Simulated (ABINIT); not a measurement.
# ZrN: equation of state with PBE

ZrN:

```
CELL_PARAMETERS angstrom
0.00000 2.30000 2.30000
2.30000 0.00000 2.30000
2.30000 2.30000 0.00000
ATOMIC_POSITIONS crystal
Zr 0.50000 0.50000 0.50000
N 0.00000 0.00000 0.00000
```

- Program: ABINIT 10.8.3 (patched build)
- Task: equation of state
- Functional: PBE
- Potentials or basis: PseudoDojo NC SR PBE v0.4.1 standard
- Cutoff: 1143 eV
- k mesh: 10 × 10 × 10
- Occupations: fermi-dirac, width 0.05 eV
- Spin: no spin polarisation

```
Equilibrium volume                      : 12.14 Å³/atom
Bulk modulus                            : 248 GPa
Pressure derivative of the bulk modulus : 4.3
```

Energy against volume, from the lowest point:
| volume (Å³/atom) | energy (meV/atom) |
| --- | --- |
| 11.437 | 34.63 |
| 11.680 | 14.14 |
| 11.924 | 2.91 |
| 12.167 | 0.00 |
| 12.410 | 4.56 |
| 12.654 | 15.84 |
| 12.897 | 33.16 |

Run time: 3.4 min on 1 thread of Arm Neoverse V2, with other jobs on the host, peak memory 0.12 GiB.

Caveat: pressures at fixed basis lie under the slope of the energies.
